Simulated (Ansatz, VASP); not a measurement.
## One calculation of ZnSe (Stilleite), two programs

```xyz
2
Lattice="0.0000 2.8338 2.8338 2.8338 0.0000 2.8338 2.8338 2.8338 0.0000" Properties=species:S:1:pos:R:3 pbc="T T T"
Zn    0.0000    0.0000    0.0000
Se    1.4169    1.4169    1.4169
```

Alike in both runs: task single point; functional RPBE; k mesh 6 × 6 × 6; no spin polarisation.

|  | VASP | Ansatz |
| --- | --- | --- |
| version | VASP 6.6.1 | Ansatz 0.2.0 |
| potentials or method | VASP PAW PBE potentials, release 64 (Zn, Se) | plane waves, PAW |
| plane-wave cutoff (eV) | 520 | 530 |
| occupations | gaussian, width 0.01 eV | fixed |
| valence electrons in the cell | 18 | 28 |

VASP gave:

```
gap on the k mesh at the Fermi level (eV) : 1.45
pressure (GPa)                            : 4.6
```

Which values does Ansatz return?

gap on the k mesh at the Fermi level (eV): 1.45; pressure (GPa): 4.4.

The two sets of potentials don't hold the same shells in valence.

Caveats: the PAW data sets were made with another functional, which shifts forces and pressure a little (VASP).
